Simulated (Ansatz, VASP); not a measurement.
## Two plane-wave programs on SrO

File POSCAR:

```
SrO
1.0
    0.0000000000      2.6814269745      2.9568456470
    2.6814269745      0.0000000000      2.9568456470
    2.6814269745      2.6814269745      0.0000000000
Sr O
1 1
Direct
    0.0000000000      0.0000000000      0.0000000000
    0.2500000000      0.2500000000      0.2500000000
```

INCAR.step1

```
ALGO = Normal
EDIFF = 1E-4
ENCUT = 520
GGA = PE
ISMEAR = 0
LASPH = True
LCHARG = False
LREAL = False
LWAVE = True
NBANDS = 15
NELM = 60
PREC = Accurate
SIGMA = 0.01
```

File INCAR.step2:

```
ALGO = Normal
EDIFF = 1E-6
ENCUT = 520
ISIF = 2
ISMEAR = 0
ISTART = 1
LASPH = True
LCHARG = False
LMIXTAU = True
LREAL = False
LWAVE = False
METAGGA = R2SCAN
NBANDS = 15
NELM = 60
PREC = Accurate
SIGMA = 0.01
```

KPOINTS

```
k-points
0
Gamma
  8 8 8
```

Input for Ansatz:

```yaml
crystal:
  lattice:
    - [0.0, 2.6814269745, 2.956845647]
    - [2.6814269745, 0.0, 2.956845647]
    - [2.6814269745, 2.6814269745, 0.0]
  atoms:
    - { symbol: Sr, position: [0.0, 0.0, 0.0] }
    - { symbol: O, position: [0.25, 0.25, 0.25] }
kpoints:
  mp_grid: { grid: [8, 8, 8] }
  band_path:
    path:
      - [0.0, 0.0, 0.0]
      - [-0.5, -0.5, 0.0]
      - [-0.375, -0.375, 0.25]
      - [-0.375, 0.0, 0.375]
      - [0.0, 0.0, 0.5]
      - [-0.5, -0.25, 0.25]
      - [0.333333, 0.5, -0.166667]
    npoints: 1
hamiltonian:
  xc: r2scan
scf:
  occupations: { method: fixed }
  n_extra_bands: 4
output:
  forces: true
  stress: true
  eigenvalues: true
```

Change from the starting cell: epitaxial_xy strain -4.0%.

Alike in both runs: task single point; functional r2SCAN; k mesh 8 × 8 × 8; no spin polarisation.

|  | VASP | Ansatz |
| --- | --- | --- |
| version | VASP 6.6.1 | Ansatz 0.2.0 |
| potentials or method | VASP PAW PBE potentials, release 64 (Sr_sv, O) | plane waves, PAW |
| plane-wave cutoff (eV) | 520 | 500 |
| occupations | gaussian, width 0.01 eV | fixed |
| valence electrons in the cell | 16 | 16 |

```tsv
	VASP	Ansatz	Ansatz less VASP
gap on the k mesh at the Fermi level (eV)	2.93	2.91	-0.013
pressure (GPa)	1.7	1.2	-0.51
largest component of the traceless stress (GPa)	1.13	1.19	+0.051
```

Caveats: the PAW data sets were made with another functional, which shifts forces and pressure a little (VASP). A k mesh can miss the band edges.
